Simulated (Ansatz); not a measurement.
**MgS: frozen-core PAW against all-electron methods**

```
Mg S
1.0
     0.00000    2.84837    2.84837
     2.84837    0.00000    2.84837
     2.84837    2.84837    0.00000
Mg S
1 1
Direct
  0.00000 0.00000 0.00000
  0.25000 0.25000 0.25000
```

Atoms are numbered in the order listed.

The conventional cell has a = 5.697 Å, b = 5.697 Å, c = 5.697 Å, α = 90.00°, β = 90.00°, γ = 90.00°. Around Mg (atom 1) lie 4 S at 2.47 Å. S (atom 2) has 4 Mg at 2.47 Å as nearest neighbours.

The structure comes from a relaxation in the same program, started in the zincblende type, and has space group F-43m. Whether it is a known phase or the ground state wasn't checked.

All numbers are computed: DFT, PBE, PAW with Ansatz's default frozen-core files, scalar-relativistic (Ansatz 0.2.0); DFT, PBE, all-electron PAW with datasets made for the crystal, scalar-relativistic (Ansatz 0.2.0); DFT, PBE, all-electron LAPW, scalar-relativistic (Ansatz 0.2.0).

For PAW: a Γ-centred 13×13×13 k mesh, Fermi–Dirac smearing of 0.05 eV, cutoff 420 eV, no spin polarisation. The crystal-made all-electron datasets (AE datasets) take a cutoff of 200 eV at this cell. LAPW targets a basis error of 0.5 meV/atom. The Ansatz runs share mesh, smearing and spin set-up. Plane-wave (PAW) pressures include the program's estimate of the Pulay term.

Stress and pressure are positive in compression.

Levels count from the top of the valence band.

```csv
quantity,PAW,AE datasets,LAPW
pressure (GPa),0.02,0.02,0.03
band gap (eV),3.375,3.369,3.369
highest filled level at L (eV),-0.319,-0.319,-0.319
lowest empty level at L (eV),5.053,5.049,5.049
highest filled level at X (eV),-1.004,-1.005,-1.005
lowest empty level at X (eV),3.902,3.901,3.901
highest filled level at Γ (eV),0.000,0.000,0.000
lowest empty level at Γ (eV),3.375,3.369,3.369
```
